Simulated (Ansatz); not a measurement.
Step by step: InP, relaxation of cell and atoms

All numbers below come from DFT, PBE, PAW with Ansatz's default frozen-core files, scalar-relativistic (Ansatz 0.2.0).

Command: `ansatz run input.yaml --threads 1 --pin off --max-ram 2048MiB --backend cpu --events-out ev --progress --plain --runs-dir out` The run took about 24 s on 1 thread of a shared machine.

```yaml
crystal:
  lattice:
    - [0.0, 2.9685087442, 2.9685087442]
    - [2.9685087442, 0.0, 2.9685087442]
    - [2.9685087442, 2.9685087442, 0.0]
  atoms:
    - { symbol: In, position: [0.0, 0.0, 0.0] }
    - { symbol: P, position: [0.25, 0.25, 0.25] }
kpoints:
  mp_grid: { grid: [12, 12, 12] }
scf:
  occupations: { method: fermi_dirac, width: 0.08 }
hamiltonian:
  xc: pbe
  pseudopotentials: { kind: paw }
output:
  forces: true
  stress: true
relax:
  f_tol: 0.005
  max_steps: 80
  cell: {}
```

Spin–orbit coupling is left out, though it moves levels of the heavy atoms by tenths of an eV or more.

The cell is built from the zincblende type as a first guess.

The cutoff is 420 eV; energies and pressures of the walk include the program's estimate of the Pulay term.

Each frame lists the cell vectors (Å), then Cartesian positions (Å); symmetry keeps all forces zero. Free energies count from the first step, -6354.0075 eV.

The walk took 4 evaluations in all; steps that aren't listed are left out.

Step 1: E = 0.0 meV, P = 0.70 GPa

```
cell 0.0000 2.9685 2.9685 2.9685 0.0000 2.9685 2.9685 2.9685 0.0000
In    0.0000    0.0000    0.0000
P     1.4843    1.4843    1.4843
```

(1) How does the relaxation end?

## Answers

(1) It converges, with a = 5.960 Å, b = 5.960 Å, c = 5.960 Å, α = 90.00°, β = 90.00°, γ = 90.00° (conventional cell, space group F-43m). The last solve (on a basis chosen afresh for the final cell, so its energy is not quite comparable) gives E = -1.3 meV, P = 0.00 GPa:
```
cell 0.0000 2.9799 2.9799 2.9799 0.0000 2.9799 2.9799 2.9799 0.0000
In    0.0000    0.0000    0.0000
P     1.4899    1.4899    1.4899
```
